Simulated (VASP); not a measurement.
Wanted: the native input for a VASP 6.6.1 run.

```
Task                   : relaxation of cell and atoms
Functional             : PBE
Dispersion             : D4
Potentials or basis    : VASP PAW PBE potentials, release 64 (Fe, O)
Cutoff                 : 600 eV
k mesh                 : 8 × 8 × 8
Occupations            : fermi-dirac, width 0.05 eV
Spin                   : collinear spin, ferromagnetic start
Starting moments       : [3.0, 0.0] μB
Further INCAR settings : ALGO = Fast; EDIFF = 1e-06; IBRION = 2; EDIFFG = -0.005; NSW = 40; ISIF = 3
```

The structure of FeO (Wuestite) lies in POSCAR:

```
FeO
1.0
    0.0000000000      2.1554000000      2.1554000000
    2.1554000000      0.0000000000      2.1554000000
    2.1554000000      2.1554000000      0.0000000000
Fe O
1 1
Direct
    0.0000000000      0.0000000000      0.0000000000
    0.5000000000      0.5000000000      0.5000000000
```

One way to write it, as run:

INCAR

```
  ALGO = Fast
  EDIFF = 1E-6
  EDIFFG = -0.005
  ENCUT = 600
  GGA = PE
  IBRION = 2
  ISIF = 3
  ISMEAR = -1
  ISPIN = 2
  IVDW = 13
  LASPH = True
  LCHARG = False
  LMAXMIX = 4
  LORBIT = 11
  LREAL = False
  LWAVE = False
  MAGMOM = 3 0
  NELM = 120
  NSW = 40
  PREC = Accurate
  SIGMA = 0.05
```

KPOINTS

```
k-points
0
Gamma
  8 8 8
```

Potentials or basis: VASP PAW PBE potentials, release 64 (Fe, O).

Command:

```bash
$ cat potpaw_PBE.64/Fe/POTCAR potpaw_PBE.64/O/POTCAR > POTCAR
$ mpirun -np 1 vasp_std > vasp.out
```

It gave:

```json
{
  "Relaxed volume": "9.84 Å³/atom",
  "Relaxed cell": "a = 3.031 Å, b = 3.031 Å, c = 3.031 Å, α = 60.00°, β = 60.00°, γ = 60.00°",
  "Space group after relaxing (to 0.05 Å)": "Fm-3m (No. 225)",
  "Energy gained by relaxing": "3.3 meV/atom",
  "Ionic steps": "9",
  "Pressure after relaxing": "0.0 GPa",
  "Band gap on the k mesh": "none (metal or under the smearing width)",
  "Net moment": "4.00 μB per cell",
  "Site moments": "Fe +3.62; O +0.30 μB",
  "Valence electrons inside the program's atomic spheres": "Fe 6.76; O 5.00",
  "Dispersion energy per atom": "-0.341 eV"
}
```

Caveat: a cell with one magnetic atom can't hold antiferromagnetic order, which such compounds often take; semilocal functionals often make such compounds metallic where correlation or magnetic order opens a gap, which also shifts bond lengths; pairwise dispersion overbinds metals, which lowers pressure and volume.

Run time: 2.2 min on 1 thread of Intel(R) Xeon(R) Platinum 8175M CPU @ 2.50GHz (Skylake/Cascade Lake) (shared host), peak memory 0.16 GiB.
